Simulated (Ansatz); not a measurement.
# Li: equation of state

An exercise on one series of results from a longer session: the logs are not shown, and one member is left open.

Computed with Ansatz 0.2.0 (DFT PBE, scalar-relativistic, unless a step's input says otherwise).

## The starting structure

It takes space group R-3m (No. 166, trigonal). Conventional cell: a = 3.101 Å, b = 3.101 Å, c = 22.765 Å, α = 90.00°, β = 90.00°, γ = 120.00°. Li (site symmetry -3m) is surrounded by 12 Li at 3.10 Å. Li (site symmetry 3m) is surrounded by 12 Li at 3.09 to 3.10 Å.

Structure file:

```cif
data_structure
_symmetry_space_group_name_H-M 'R-3m:H'
_symmetry_Int_Tables_number 166
_cell_length_a 3.1010
_cell_length_b 3.1010
_cell_length_c 22.7649
_cell_angle_alpha 90.000
_cell_angle_beta 90.000
_cell_angle_gamma 120.000
_cell_volume 189.58
loop_
_atom_site_label
_atom_site_type_symbol
_atom_site_symmetry_multiplicity
_atom_site_Wyckoff_symbol
_atom_site_fract_x
_atom_site_fract_y
_atom_site_fract_z
_atom_site_occupancy
Li1 Li 3 a 0.00000 0.00000 0.00000 1
Li2 Li 6 c 0.33333 0.66667 0.88867 1
```

The file gives the conventional cell by its symmetry; the runs use the cell typed in the input.

Atoms are numbered in the order of the input: Li1, Li2, Li3.

The first run:

input.yaml reads:

```yaml
crystal:
  lattice:
    - [1.5188472484, 0.8769068677, 7.4333932688]
    - [-1.5188472484, 0.8769068677, 7.4333932688]
    - [0.0, -1.7538137355, 7.4333932688]
  atoms:
    - { symbol: Li, position: [0.0, 0.0, 0.0] }
    - { symbol: Li, position: [0.222, 0.222, 0.222] }
    - { symbol: Li, position: [0.778, 0.778, 0.778] }
kpoints:
  mp_grid: { grid: [12, 12, 12] }
  band_path:
    path:
      - [0.0, 0.0, 0.0]
      - [0.5, 0.5, 0.5]
      - [0.824055609, 0.175944391, 0.5]
      - [0.5, -0.175944391, 0.175944391]
      - [0.5, 0.0, 0.0]
      - [0.0, 0.0, 0.0]
      - [0.3379721955, -0.3379721955, 0.0]
      - [0.6620278045, 0.0, 0.3379721955]
      - [0.5, 0.0, 0.5]
    npoints: 5
scf:
  occupations: { method: fermi_dirac, width: 0.05 }
hamiltonian:
  xc: pbe
  pseudopotentials: { kind: all_electron, lapw: { basis_error: 0.001 } }
output:
  forces: true
  stress: true
  eigenvalues: true
```

Run with:

```sh
ansatz run input.yaml --threads 1 --pin off --max-ram 6144MiB --backend cpu --events-out ev --progress --plain --runs-dir out
```

Among the steps run: Volume × 0.94, LAPW; Volume × 0.94, PAW; Volume × 0.94, crystal datasets; Volume × 0.98, LAPW; Volume × 0.98, PAW; Volume × 0.98, crystal datasets; Volume × 1.01, LAPW; Volume × 1.01, PAW; Volume × 1.01, crystal datasets; Volume × 1.04, LAPW; Volume × 1.04, PAW; Volume × 1.04, crystal datasets.

One table of the session follows, with a row left open; its other results are not shown here.

| method | volume (Å³/atom) | pressure (GPa) | largest force (eV/Å) |
| --- | --- | --- | --- |
| LAPW | 19.801 | 0.30 | 0.010 |
| LAPW | 20.643 | ? | ? |
| LAPW | 21.275 | -0.64 | 0.009 |
| LAPW | 21.907 | -0.97 | 0.008 |
| PAW | 19.801 | 0.30 | 0.010 |
| PAW | 20.643 | -0.28 | 0.009 |
| PAW | 21.275 | -0.65 | 0.009 |
| PAW | 21.907 | -0.97 | 0.008 |
| crystal datasets | 19.801 | 0.30 | 0.010 |
| crystal datasets | 20.643 | -0.28 | 0.009 |
| crystal datasets | 21.275 | -0.65 | 0.009 |
| crystal datasets | 21.907 | -0.97 | 0.008 |

Estimate the missing values for LAPW, 20.643.

As computed: pressure (GPa): -0.27; largest force (eV/Å): 0.009. In the column «pressure (GPa)» it lies between crystal datasets, 20.643 (-0.28) and LAPW, 19.801 (0.30).

Caveats from the session: Shape and positions are held, so a fully relaxed modulus can be lower. Warnings in the runs' records: printed levels off, crystal datasets made.
